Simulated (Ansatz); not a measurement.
ZrO2:
```
CELL_PARAMETERS angstrom
      0.00000     2.51311     2.51311
      2.51311     0.00000     2.51311
      2.51311     2.51311     0.00000
ATOMIC_POSITIONS crystal
  Zr 0.00000 0.00000 0.00000
  O  0.25000 0.25000 0.25000
  O  0.75000 0.75000 0.75000
```

Cartesian axes are those of the cell as given.

Question: Give the high-frequency dielectric tensor and the Born effective charge tensors of the independent atoms from DFPT, LDA (plane waves, PAW; program Ansatz).

Answer: 
ε∞:
```
5.81  0.00  0.00
0.00  5.81  0.00
0.00  0.00  5.81
```
Z* of atom 1 (Zr), rows: field, columns: displacement, in e:
```
5.74  0.00  0.00
0.00  5.74  0.00
0.00  0.00  5.74
```
Z* of atom 2 (O), rows: field, columns: displacement, in e:
```
-2.87   0.00   0.00
 0.00  -2.87   0.00
 0.00   0.00  -2.87
```

Space group Fm-3m (fluorite). This is a known high-temperature phase of the composition, computed here at zero pressure and temperature. Symmetry was held in the LDA relaxation. At this level the phase is dynamically unstable (imaginary phonons). The run is not spin-polarised. Scalar-relativistic: spin–orbit coupling is off unless named, which matters more the heavier the elements.

Potentials: the later of the program's two PAW sets.
